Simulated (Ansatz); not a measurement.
# GeSb4Te4: the cost of one run

Program: Ansatz 0.2.0. Level of theory: DFT PBEsol, scalar-relativistic, plane waves, PAW. These are calculated values, not measurements.

2 further runs of the same task are left out: 2 set aside as unsound or not needed. Runs told in other sessions of the task aren't counted.

## (1) The structure to begin with

It takes space group P-3m1 (No. 164, trigonal). Conventional cell: a = 4.267 Å, b = 4.267 Å, c = 17.007 Å, α = 90.00°, β = 90.00°, γ = 120.00°. Ge (site symmetry -3m) is surrounded by 6 Te at 2.96 Å. Sb (site symmetry 3m) is surrounded by 3 Sb at 2.92 Å and 3 Te at 3.44 Å. Sb (site symmetry 3m) is surrounded by 6 Te at 3.00 to 3.15 Å. Te (site symmetry 3m) has 3 Ge at 2.96 Å and 3 Sb at 3.15 Å in its first shell of neighbours. Around Te (site symmetry 3m) lie 6 Sb at 3.00 to 3.44 Å.

Coordinates:

```
Ge Sb Te
1.0
     4.26661    0.00000    0.00000
    -2.13330    3.69499    0.00000
     0.00000    0.00000   17.00671
Ge Sb Te
1 4 4
Direct
  0.00000 0.00000 0.00000
  0.33333 0.66667 0.54586
  0.66667 0.33333 0.45414
  0.66667 0.33333 0.78736
  0.33333 0.66667 0.21264
  0.33333 0.66667 0.90322
  0.66667 0.33333 0.09678
  0.00000 0.00000 0.68674
  0.00000 0.00000 0.31326
```

It goes back to an entry of the Materials Project, which need not be the stable form.

It is the result of an earlier relaxation at this level (volume 29.79 Å³/atom; gap on the mesh: none (metal)).

## (2) The reference cell

Reference values: F = -57492.6550 eV; pressure -0.02 GPa; largest force 0.007 eV/Å; gap on the mesh 0.02 eV. It was computed beforehand with the settings of the runs below.

## (3) The scan: shifting one sublattice

Every Te atom is moved by x along the Cartesian unit vector (0.000, -0.831, 0.556); the cell and all other atoms stay fixed. Forces below are components along that vector, summed over the moved atoms.

## (4) x = -0.100 Å

Contents of input.yaml:

```yaml
crystal:
  lattice:
    - [4.2666098041, 0.0, 0.0]
    - [-2.133304902, 3.6949924784, 0.0]
    - [0.0, 0.0, 17.0067078253]
  atoms:
    - { symbol: Ge, position: [0.0, 0.0, 0.0] }
    - { symbol: Sb, position: [0.3333333333, 0.6666666667, 0.5458633004] }
    - { symbol: Sb, position: [0.6666666667, 0.3333333333, 0.4541366996] }
    - { symbol: Sb, position: [0.6666666667, 0.3333333333, 0.7873570019] }
    - { symbol: Sb, position: [0.3333333333, 0.6666666667, 0.2126429981] }
    - { symbol: Te, position: [0.3445847488, 0.6891694977, 0.8999544229] }
    - { symbol: Te, position: [0.6779180822, 0.3558361644, 0.0935121809] }
    - { symbol: Te, position: [0.0112514155, 0.022502831, 0.6834777055] }
    - { symbol: Te, position: [0.0112514155, 0.022502831, 0.3099888983] }
basis:
  ecutwfc: 420
kpoints:
  mp_grid: { grid: [12, 12, 4] }
hamiltonian:
  xc: pbesol
scf:
  occupations: { method: gaussian, width: 0.15 }
output:
  forces: true
  stress: true
  eigenvalues: true
  write_density: true
  write_potential: true
  elf: true
  volumetric_format: npy
```

Started as:

```console
> ansatz run input.yaml --threads 2 --pin off --max-ram 5120MiB --backend cpu --events-out ev --progress --plain --runs-dir out
```

What time and memory should one allow on 2 threads of Intel Xeon 6975P-C (Granite Rapids), shared host?

About 2.3 min, with a peak of 2.3 GiB.
